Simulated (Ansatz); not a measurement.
# Si2W: the cost of one run

Method: DFT PBE, scalar-relativistic, plane waves, PAW, in Ansatz 0.2.0.

## 1. Starting point

It takes space group Fd-3m (No. 227, cubic). Conventional cell: a = 6.905 Å, b = 6.905 Å, c = 6.905 Å, α = 90.00°, β = 90.00°, γ = 90.00°. Si (site symmetry -3m) has 6 Si at 2.44 Å and 6 W at 2.86 Å as nearest neighbours. Around W (site symmetry -43m) lie 12 Si at 2.86 Å and 4 W at 2.99 Å.

As a file:

```xyz
6
Lattice="0.0000 3.4527 3.4527 3.4527 0.0000 3.4527 3.4527 3.4527 0.0000" Properties=species:S:1:pos:R:3 pbc="T T T"
Si    4.3158    4.3158    4.3158
Si    4.3158    2.5895    2.5895
Si    2.5895    2.5895    4.3158
Si    2.5895    4.3158    2.5895
W     0.0000    0.0000    0.0000
W     1.7263    1.7263    1.7263
```

(A quick probe on a coarse mesh, which set the mesh and smearing, is not shown.)

## 3. Coarse relaxation

input.yaml reads:

```yaml
crystal:
  lattice:
    - [0.0, 3.452651238, 3.452651238]
    - [3.452651238, 0.0, 3.452651238]
    - [3.452651238, 3.452651238, 0.0]
  atoms:
    - { symbol: Si, position: [0.625, 0.625, 0.625] }
    - { symbol: Si, position: [0.125, 0.625, 0.625] }
    - { symbol: Si, position: [0.625, 0.625, 0.125] }
    - { symbol: Si, position: [0.625, 0.125, 0.625] }
    - { symbol: W, position: [0.0, 0.0, 0.0] }
    - { symbol: W, position: [0.25, 0.25, 0.25] }
basis:
  ecutwfc: 420
kpoints:
  mp_grid: { grid: [4, 4, 4] }
hamiltonian:
  xc: pbe
scf:
  occupations: { method: gaussian, width: 0.1 }
  lower_state_search: "off"
output:
  forces: true
  stress: true
  eigenvalues: true
relax:
  adjacent_minimum: "off"
  f_tol: 0.04
  max_steps: 70
  cell: { stress_tol: 0.4 }
```

Launch:

```console
$ ansatz run input.yaml --threads 1 --pin off --max-ram 2560MiB --backend cpu --events-out ev --progress --plain --runs-dir out
```

**Question.** How long does this run take on 1 thread of Intel Xeon Platinum 8488C (Sapphire Rapids), shared host, and how much memory does it need?

About 4.3 s, with a peak of 0.38 GiB.
